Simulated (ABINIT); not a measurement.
Crystal: NaF (Villiaumite).

```xyz
2
Lattice="0.0000 2.3200 2.3200 2.3200 0.0000 2.3200 2.3200 2.3200 0.0000" Properties=species:S:1:pos:R:3 pbc="T T T"
Na    0.0000    0.0000    0.0000
F     2.3200    2.3200    2.3200
```

Base run:

```yaml
Program: ABINIT 10.8.3 (patched build)
Functional: r2SCAN
Potentials_or_basis: JTH PAW PBE v2.0
Cutoff: 1306 eV
k_mesh: 10 × 10 × 10
Occupations: fermi-dirac, width 0.05 eV
Spin: no spin polarisation
```

Its results: band gap on the k mesh 7.10 eV, direct.

Q: The run is repeated on the same cell with these changes: functional from r2SCAN to PBEsol; potentials or basis from JTH PAW PBE v2.0 to PseudoDojo NC SR PBEsol v0.4.1 standard; cutoff from 1306 eV to 1197 eV. What comes out?

A: Band gap on the k mesh 6.18 eV, direct.

Not every run made on this cell is shown here.
